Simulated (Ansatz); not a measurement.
Input and command of a plane-wave DFT calculation in Ansatz:

```yaml
crystal:
  lattice:
    - [-3.1125320664, 3.1125320664, 1.6163469653]
    - [3.1125320664, -3.1125320664, 1.6163469653]
    - [3.1125320664, 3.1125320664, -1.6163469653]
  atoms:
    - { symbol: Sn, position: [0.75, 0.25, 0.5] }
    - { symbol: Sn, position: [0.0, 0.0, 0.0] }
basis:
  ecutwfc: 420
kpoints:
  mp_grid: { grid: [22, 22, 22] }
hamiltonian:
  xc: pbe
scf:
  occupations: { method: gaussian, width: 0.15 }
output:
  forces: true
  stress: true
  eigenvalues: true
```

```bash
ansatz run input.yaml --threads 2 --pin off --max-ram 5120MiB --backend cpu --events-out ev --progress --plain --runs-dir out
```

Processor: Intel(R) Xeon(R) Platinum 8375C CPU @ 2.90GHz (Ice Lake), 2 threads, on a host shared with other jobs.

Question: How long does it run, and how much memory does it take?

Answer: About 28 s on 2 threads of Intel(R) Xeon(R) Platinum 8375C CPU @ 2.90GHz (Ice Lake) (shared host), peak memory 0.98 GiB. It solves 18 bands at 834 k points (the mesh reduced by symmetry) with about 1221 plane waves, in 6 SCF iterations.
